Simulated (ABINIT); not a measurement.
BN in ABINIT: the effect of functional

The system is BN.

```xyz
2
Lattice="0.0000 1.8130 1.8130 1.8130 0.0000 1.8130 1.8130 1.8130 0.0000" Properties=species:S:1:pos:R:3 pbc="T T T"
N     0.9065    0.9065    0.9065
B     0.0000    0.0000    0.0000
```

The cell is a database's computed one.

Alike in all runs:

```yaml
Program: ABINIT 10.8.3 (patched build)
Task: band structure
Potentials_or_basis: JTH PAW PBE v2.0
Cutoff: 844 eV
k_mesh: 13 × 13 × 13
Occupations: fermi-dirac, width 0.05 eV
Spin: no spin polarisation
```

| functional | gap on the mesh (eV) |
| --- | --- |
| LDA | 4.41 |
| PBEsol | 4.34 |
| RPBE | 4.55 |
| BLYP | ? |
| AM05 | 4.35 |
| r2SCAN | 5.02 |
| SCAN | 5.01 |
| revPBE | 4.54 |
| PW91 | 4.57 |
| WC | 4.39 |
| TB-mBJ | 5.96 |

Q: What does the run with functional BLYP give?

A: gap on the mesh 4.93 eV.

Caveats: the constant c of TB-mBJ comes from the pseudo density here, which moves gaps by up to 0.3 eV between sets of potentials (some runs).

A k mesh can miss the band edges.

Runs at the PBE level aren't shown here.
